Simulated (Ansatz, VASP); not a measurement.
# Se in VASP and in Ansatz

INCAR

```
  ALGO = Normal
  EDIFF = 1E-6
  ENCUT = 520
  GGA = PS
  ISIF = 2
  ISMEAR = 0
  LASPH = True
  LCHARG = True
  LELF = True
  LREAL = False
  LVHAR = True
  LWAVE = False
  NBANDS = 13
  NELM = 100
  PREC = Accurate
  SIGMA = 0.1
```

Contents of KPOINTS:

```
k-points
0
Gamma
  14 14 8
```

Contents of POSCAR:

```
Se
1.0
    1.4617381277     -4.1821854130      0.0016156011
    1.4617381277      4.1821854130     -0.0016156011
    0.0000000000     -0.0018453726      4.8556365485
Se
2
Direct
    0.9067666650      0.0932333350      0.2694380967
    0.0932333350      0.9067666650      0.7305619033
```

Input for Ansatz:

```yaml
crystal:
  lattice:
    - [1.4617381277, -4.182185413, 0.0016156011]
    - [1.4617381277, 4.182185413, -0.0016156011]
    - [0.0, -0.0018453726, 4.8556365485]
  atoms:
    - { symbol: Se, position: [0.906766665, 0.093233335, 0.2694380967] }
    - { symbol: Se, position: [0.093233335, 0.906766665, 0.7305619033] }
basis:
  ecutwfc: 420
kpoints:
  mp_grid: { grid: [14, 14, 8] }
hamiltonian:
  xc: pbesol
scf:
  occupations: { method: gaussian, width: 0.1 }
output:
  forces: true
  stress: true
  eigenvalues: true
```

Alike in both runs: task single point; functional PBEsol; k mesh 14 × 14 × 8; occupations gaussian, width 0.1 eV; no spin polarisation.

|  | VASP | Ansatz |
| --- | --- | --- |
| version | VASP 6.6.1 | Ansatz 0.2.0 |
| potentials or method | VASP PAW PBE potentials, release 64 (Se) | scalar-relativistic, plane waves, PAW |
| plane-wave cutoff (eV) | 520 | 420 |
| valence electrons in the cell | 12 | 32 |

```tsv
	VASP	Ansatz	Ansatz less VASP
gap on the k mesh at the Fermi level (eV)	none	none	-
pressure (GPa)	-9.8	-9.8	-0.02
largest component of the traceless stress (GPa)	2.60	2.61	+0.009
rms of the force components (eV/Å)	0.654	0.654	+0.0005
```

Atom by atom the forces differ by 0.001 eV/Å (rms over components). A gap of «none» marks a metal or a gap that the smearing closes. The two sets of potentials don't hold the same shells in valence.

Caveats: the PAW data sets were made with another functional, which shifts forces and pressure a little (VASP).
